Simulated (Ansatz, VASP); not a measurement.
**Two plane-wave programs on SiNi3**

```
Ni Si
1.0
     3.54200    0.00000    0.00000
     0.00000    3.54200    0.00000
     0.00000    0.00000    3.54200
Ni Si
3 1
Cartesian
  1.7710 1.7710 0.0000
  1.7710 0.0000 1.7710
  0.0000 1.7710 1.7710
  0.0000 0.0000 0.0000
```

Alike in both runs: functional RPBE; k mesh 4 × 4 × 4; occupations fermi-dirac, width 0.05 eV; collinear spin.

```csv
,VASP,Ansatz
version,VASP 6.6.1,Ansatz 0.2.0
potentials or method,"VASP PAW PBE potentials, release 64 (Ni, Si)",Ansatz PAW
plane-wave cutoff (eV),520,420
valence electrons in the cell,34,58
task,single point,band structure
```

|  | VASP | Ansatz | Ansatz less VASP |
| --- | --- | --- | --- |
| gap on the k mesh at the Fermi level (eV) | none | none | - |
| pressure (GPa) | -1.3 | -1.3 | -0.03 |
| net moment per atom (μB) | 0.00 | 0.00 | 0.000 |

A gap of «none» marks a metal or a gap that the smearing closes. With one functional, cell and mesh, what is left measures potentials, basis and numerics. The two sets of potentials don't hold the same shells in valence.

Caveats: the k mesh is coarse (spacing up to 0.44 Å⁻¹), so the values aren't converged; the PAW data sets were made with another functional, which shifts forces and pressure a little (VASP); the PAW data sets come from PBE, with cores solved anew for the run's functional, which leaves a small shift of forces and pressure (Ansatz); the starting moments weren't kept (Ansatz).
